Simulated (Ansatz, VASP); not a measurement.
# SiGe7: VASP beside Ansatz, part 2 of 3

Aim: how closely do two programs agree when they are given the same cell, functional and k mesh? The cell is generated by rule, not measured, and may not be a known phase. The cell is taken from a series of runs on this material, whose earlier steps may have relaxed, scaled, displaced or heated it; both programs get it as it stands.

VASP 6.6.1 and Ansatz 0.2.0.

So far: The starting structure; VASP: relaxation of cell and atoms, LDA, pair 1.

## (3) Ansatz: relaxation of cell and atoms, LDA, pair 1

Level of this step: Ansatz beside VASP: Kohn-Sham DFT, plane waves, LDA (Ansatz).

Ansatz runs on its PAW soft_1 files.

The same cell, functional (in two slightly different forms) and mesh now go to Ansatz, which takes its cutoff from its data sets.

Contents of input.yaml:

```yaml
crystal:
  lattice:
    - [5.5886074492, 0.0, 0.0]
    - [0.0, 5.5886074492, 0.0]
    - [0.0, 0.0, 5.5886074492]
  atoms:
    - { symbol: Si, position: [0.25, 0.75, 0.75] }
    - { symbol: Ge, position: [0.0027895875, -0.0027895875, -0.0027895875] }
    - { symbol: Ge, position: [0.4972104125, 0.5027895875, -0.0027895875] }
    - { symbol: Ge, position: [0.4972104125, -0.0027895875, 0.5027895875] }
    - { symbol: Ge, position: [0.0027895875, 0.5027895875, 0.5027895875] }
    - { symbol: Ge, position: [0.25, 0.25, 0.25] }
    - { symbol: Ge, position: [0.75, 0.75, 0.25] }
    - { symbol: Ge, position: [0.75, 0.25, 0.75] }
kpoints:
  mp_grid: { grid: [6, 6, 6], shift: [0.5, 0.5, 0.5] }
hamiltonian:
  xc: lda
  pseudopotentials: { kind: paw, azcp: { folder: soft_1 }, xc_functional: pbe }
scf:
  occupations: { method: fixed }
output:
  forces: true
  stress: true
  eigenvalues: true
relax:
  adjacent_minimum: "off"
  f_tol: 0.001
  max_steps: 60
  cell: { stress_tol: 0.01 }
```

Run with:

```sh
> ansatz run input.yaml --threads 4 --pin off --max-ram 16384MiB --backend cpu --events-out ev --progress --plain --runs-dir out
```

Numbers of over 12 decimals in the logs are rounded to 6 here.

Output:

```text
Engine: ansatz 0.2.0, aarch64-unknown-linux-gnu
Pseudopotentials: kind: paw
Pseudopotential: Si, paw, valence charge 4, recommended cutoff 420 eV (normal), soft_1/Si.paw.azcp
Pseudopotential: Ge, paw, valence charge 14, recommended cutoff 420 eV (normal), soft_1/Ge.paw.azcp
Functional definition: SPW92
  exchange = slater_x
  correlation = pw_c
Crystal: 8 atoms, lattice volume = 174.546 Å³
Basis set: ecut = 420 eV, 3407 PW (Γ)
Bands: 62, of which v1, the nominal top of the filled ones, is band 51 counted from 1 (50 counted from 0)
Symmetry: 24 space group operations
Space group: P-43m (ITA 215), of the structure as read, at distance tolerance 5.6e-5 Å
k-points: 10 of 216 (time reversal used)
Non-local potential: Si, projectors of the file, l = 0: 2, l = 1: 2, l = 2: 1
Non-local potential: Ge, projectors of the file, l = 0: 2, l = 1: 2, l = 2: 3, l = 3: 1
PAW form: soft (Blöchl's): semilocal exchange-correlation on the pseudo side does not see the compensation charge
PAW frozen core: Si, regenerated for the run's functional, and the local potential with it (the file was generated under x = pbe(κ = 0.804, μ = 0.219515), c = pbe(β = 0.066725))
PAW frozen core: Ge, regenerated for the run's functional, and the local potential with it (the file was generated under x = pbe(κ = 0.804, μ = 0.219515), c = pbe(β = 0.066725))
PAW one-centre angular grid: Si, 110 points (default); XC on 64 Gauss nodes
PAW one-centre angular grid: Ge, 590 points (default); XC on 64 Gauss nodes
Initial density: superposition of atomic densities (chi_scale 0.1, normalization cell, long waves kept (reshape's long-wave potential 0.01 eV rms))
Initial wavefunctions: pseudopotential atomic-orbital guess
Functional: x = slater, c = lda
SCF iter   1: F=—  HF=-30119.315938 eV  |F-HF|=—  |Δ(HF+E_count)|=         —  Δρ=3.74e-2  dr2=2.23e0  ethr=3.10e-3  ⟨swp⟩=4.8  Hψ=1973  notcnv=0  defer=78
preconditioner: auto → Resta (q_TF=auto, 2.495 Å⁻¹)  ε∞=2.7  [insulator: Δε(μ)=0.627 eV  Ē_g=21.844 eV  n_scr=32 (ndim 8)  ℏωp=28.4 eV  f_vac=0.000  ε∞_Penn≈2.7]
SCF iter   2: F=—  HF=-30118.900254 eV  |F-HF|=—  |Δ(HF+E_count)|=   4.16e-1  Δρ=2.12e-2  dr2=7.46e-1  ethr=2.19e-3  ⟨swp⟩=2.0  Hψ=744  notcnv=0  defer=85
SCF iter   3: F=—  HF=-30118.704364 eV  |F-HF|=—  |Δ(HF+E_count)|=   1.96e-1  Δρ=1.74e-3  dr2=7.14e-3  ethr=7.31e-4  ⟨swp⟩=2.2  Hψ=750  notcnv=0  defer=85
SCF iter   4: F=—  HF=-30118.702181 eV  |F-HF|=—  |Δ(HF+E_count)|=   2.18e-3  Δρ=1.06e-3  dr2=1.49e-3  ethr=7.00e-6  ⟨swp⟩=3.0  Hψ=1114  notcnv=0  defer=88
SCF iter   5: F=—  HF=-30118.702601 eV  |F-HF|=—  |Δ(HF+E_count)|=   4.19e-4  Δρ=3.24e-4  dr2=2.04e-4  ethr=1.46e-6  ⟨swp⟩=2.0  Hψ=1094  notcnv=0  defer=88
SCF iter   6: F=—  HF=-30118.702616 eV  |F-HF|=—  |Δ(HF+E_count)|=   1.57e-5  Δρ=8.05e-5  dr2=8.91e-6  ethr=2.00e-7  ⟨swp⟩=2.0  Hψ=1072  notcnv=0  defer=74
SCF iter   7: F=—  HF=-30118.702610 eV  |F-HF|=—  |Δ(HF+E_count)|=   6.23e-6  Δρ=1.94e-5  dr2=6.05e-7  ethr=8.73e-9  ⟨swp⟩=2.0  Hψ=1130  notcnv=0  defer=58
SCF iter   8: F=-30118.702609 eV  HF=-30118.702609 eV  |F-HF|=8.30e-9  |Δ(HF+E_count)|=   7.29e-7  Δρ=6.30e-6  dr2=5.32e-8  ethr=9.80e-11  ⟨swp⟩=13.3  Hψ=3620  notcnv=0
SCF 1 converged in 8 iterations: F = -30118.702609 eV  dr2 = 5.32e-8
  greatest PAW one-centre occupation: 0.998 electrons in one spin orbital (limit 2), on the Ge atom at site 6 (counted from 0), in its partial waves of l = 2
relax step   1: F+E_penalty+E_count = -30118.70260931 eV  Δ(F+E_penalty+E_count) = +0.000e0 eV  max|allowed force component| = 8.319e-7 eV/Å  Δτ_max = 0.0000 Å  P = -0.001 GPa  Ω = 174.546 Å³  (8 SCF iters, dr2 threshold 1.00e-7 eV, accepted)
Initial density: handed on by an earlier stage of this run
Initial wavefunctions: pseudopotential atomic-orbital guess (no wavefunctions were taken with the density)
iter 1 solved again at ethr=1.59e-7 eV; its pass at ethr=3.10e-3 eV (dr2=1.62e-4 eV) is discarded
SCF iter   1: F=—  HF=-30118.702610 eV  |F-HF|=—  |Δ(HF+E_count)|=         —  Δρ=6.72e-6  dr2=6.44e-8  ethr=1.59e-7  ⟨swp⟩=3.0  Hψ=3311  notcnv=0  defer=88
eigensolver tolerance schedule: the retry pair's looser diagonalisation over-reported the residual by 2513.10 of it (diagonalisation noise at 0.15 of the residual, at the tolerance the schedule requests for it); recorded, not acted on — ethr = c·dr2/N_el stays at c = 1.0e-1
preconditioner: auto → Resta (q_TF=auto, 2.495 Å⁻¹)  ε∞=2.7  [insulator: Δε(μ)=0.494 eV  Ē_g=21.943 eV  n_scr=32 (ndim 8)  ℏωp=28.4 eV  f_vac=0.034  ε∞_Penn≈2.7]
SCF iter   2: F=—  HF=-30118.702609 eV  |F-HF|=—  |Δ(HF+E_count)|=   4.92e-7  Δρ=3.52e-6  dr2=1.07e-8  ethr=6.32e-11  ⟨swp⟩=3.3  Hψ=1409  notcnv=0  defer=80
SCF iter   3: F=—  HF=-30118.702609 eV  |F-HF|=—  |Δ(HF+E_count)|=   1.37e-8  Δρ=1.93e-6  dr2=3.43e-9  ethr=1.05e-11  ⟨swp⟩=2.0  Hψ=1019  notcnv=0  defer=80
SCF iter   4: F=—  HF=-30118.702609 eV  |F-HF|=—  |Δ(HF+E_count)|=   7.67e-9  Δρ=3.18e-7  dr2=2.82e-10  ethr=3.36e-12  ⟨swp⟩=3.0  Hψ=1072  notcnv=0  defer=80
SCF iter   5: F=—  HF=-30118.702609 eV  |F-HF|=—  |Δ(HF+E_count)|=  6.55e-11  Δρ=1.00e-7  dr2=1.42e-11  ethr=1.00e-12  ⟨swp⟩=2.0  Hψ=1072  notcnv=0  defer=80
SCF iter   6: F=—  HF=-30118.702609 eV  |F-HF|=—  |Δ(HF+E_count)|=    0.00e0  Δρ=3.46e-8  dr2=2.65e-12  ethr=1.00e-12  ⟨swp⟩=13.4  Hψ=3691  notcnv=0
SCF iter   7: F=-30118.702609 eV  HF=-30118.702609 eV  |F-HF|=3.64e-12  |Δ(HF+E_count)|=  7.28e-12  Δρ=1.42e-8  dr2=5.22e-13  ethr=1.00e-12  ⟨swp⟩=5.0  Hψ=2269  notcnv=0
SCF 2 converged in 7 iterations: F = -30118.702609 eV  dr2 = 5.22e-13
  greatest PAW one-centre occupation: 0.998 electrons in one spin orbital (limit 2), on the Ge atom at site 5 (counted from 0), in its partial waves of l = 2
relax step   2: F+E_penalty+E_count = -30118.70260934 eV  Δ(F+E_penalty+E_count) = -3.380e-8 eV  max|allowed force component| = 8.296e-6 eV/Å  Δτ_max = 0.0000 Å  P = -0.002 GPa  Ω = 174.546 Å³  stress off target by 1.56e-3 GPa  SCF on the basis re-selected at this cell (its energy is not comparable with the rows above)  (7 SCF iters)
basis re-selected at this cell: Δ(F+E_penalty+E_count) = -3.380e-8 eV, ΔP = -0.000 GPa vs the last step (what re-selecting the basis moved, of the pressure what is left beyond the Pulay correction that the steps carried, after the strain that the cell walked since its last selection, with what the two solves' SCF thresholds leave and, on support functions, any second-order correction that the steps lacked; it is no m [...]
SCF converged after 7 iterations
Free energy (F): -30118.702609 eV
Harris-Foulkes:  -30118.702609 eV  (|F-HF|=3.64e-12)
Internal energy: -30118.702609 eV  (E = F + TS)
E sigma→0 (E₀):  -30118.702609 eV
Fermi energy:    8.096553 eV
--- Per-component energies (eV) ---
  E_band       = -1071.371635
  E_kinetic    = 696.094889
  E_local      = -16208.134752  (includes V_loc(G=0)·N_el)
  E_nonlocal   = 1572.021641
  E_hartree    = 7724.763863
  E_xc         = -557.263940
  E_vxc        = -509.245088  (∫ρ·V_xc dr)
  E_paw        = -14027.892791  (= ΣΔE_a)
  E_vpaw       = -2071.636120  (= ΣTr[D̂ρ^β])
  E_aug_tail   = 0.000110  (compensation charges beyond the density's cutoff)
  E_ewald      = -9331.734245
  E_core_change = 13.442616  (= ΣΔE_core)
  E_smearing   = -0.000000  (= −TS)
  E_closure    = 0.000000  (closes the sum)
  Σ components = -30118.702609   (vs F -30118.702609, Δ=0.00e0)
--- Forces (eV/Å), atoms counted from 1 ---
  atom   1  Si     0.00000000    -0.00000000     0.00000000
  atom   2  Ge     0.00000830    -0.00000830    -0.00000830
  atom   3  Ge    -0.00000830     0.00000830    -0.00000830
  atom   4  Ge    -0.00000830    -0.00000830     0.00000830
  atom   5  Ge     0.00000830     0.00000830     0.00000830
  atom   6  Ge     0.00000000    -0.00000000     0.00000000
  atom   7  Ge     0.00000000    -0.00000000     0.00000000
  atom   8  Ge     0.00000000    -0.00000000    -0.00000000
  max |Σ_I F_I| component: 3.93e-17 eV/Å
--- Stress (GPa, compression-positive) ---
       -0.001564       0.000000       0.000000
        0.000000      -0.001564      -0.000000
        0.000000      -0.000000      -0.001564
  P = ⅓ Tr σ = -0.0016 GPa (-0.016 kbar)
--- Band table (eV; the first three rows and the last of 10) ---
  k-point 0: bands = [... 47 lower, 5.2613, 6.8602, 8.0966, 8.0966, 8.8743, 8.8743, 9.0369, 9.4486, ... 7 higher]
  k-point 1: bands = [... 47 lower, 5.4656, 5.5761, 7.3888, 7.4767, 9.0009, 9.6045, 9.6917, 10.0587, ... 7 higher]
  k-point 2: bands = [... 47 lower, 5.6897, 5.9223, 6.5024, 6.5964, 9.2904, 9.8262, 10.7751, 11.1268, ... 7 higher]
  k-point 9: bands = [... 47 lower, 6.6323, 6.7366, 6.9503, 6.9503, 8.5904, 9.2193, 9.2193, 9.5288, ... 7 higher]
--- Relaxed structure (1 steps of the walk, 1 accepted, 1 SCFs on fresh bases) ---
  F+E_penalty+E_count = -30118.70260934 eV   max|allowed force component| = 8.296e-6 eV/Å   (the final SCF, on the basis selected at the relaxed cell)
  cell:  # Å, volume = 174.5464 Å³
    - [5.5886074492, 0.0, 0.0]
    - [0.0, 5.5886074492, 0.0]
    - [0.0, 0.0, 5.5886074492]
  atoms:
    - { symbol: Si, position: [0.25, 0.750000, 0.750000] }
    - { symbol: Ge, position: [0.0027895875, -0.0027895875, -0.0027895875] }
    - { symbol: Ge, position: [0.4972104125, 0.5027895875, -0.0027895875] }
    - { symbol: Ge, position: [0.4972104125, -0.0027895875, 0.5027895875] }
    - { symbol: Ge, position: [0.0027895875, 0.5027895875, 0.5027895875] }
    - { symbol: Ge, position: [0.25, 0.25, 0.25] }
    - { symbol: Ge, position: [0.750000, 0.750000, 0.25] }
    - { symbol: Ge, position: [0.750000, 0.25, 0.750000] }
```

## (4) Differences

Known differences besides the potentials themselves: the two LDA forms differ slightly; fixed occupations in Ansatz, narrow Gaussian smearing in VASP; the cutoff is 420 eV in Ansatz and 500 eV in VASP; VASP's log shows a relativistic correction to its local exchange, Ansatz's none; Ansatz adds a Pulay correction to the stress that steers its cell, VASP none. Total energies have different zeros and are not compared.

Both answers:

| quantity | Ansatz | VASP | difference |
| --- | --- | --- | --- |
| volume (Å³) | 174.55 | 174.80 | -0.15 % |
| edge a after relaxation, in the typed setting (Å) | 5.589 | 5.591 | -0.05 % |

(Part 2 of 3 ends here.)

[Lines on the potential files, build, host, timing and source positions are cut from VASP's logs without a mark.]

[Logs are printed without paths, hosts, clocks, repeated set-up lines and the standing remarks that a program may print on its own settings, such as how far it seeks lower states.]

[Hosts, paths, dates, database ids (printed as entryN), source tags and the programs' standing remarks are cut or masked in the printed files.]
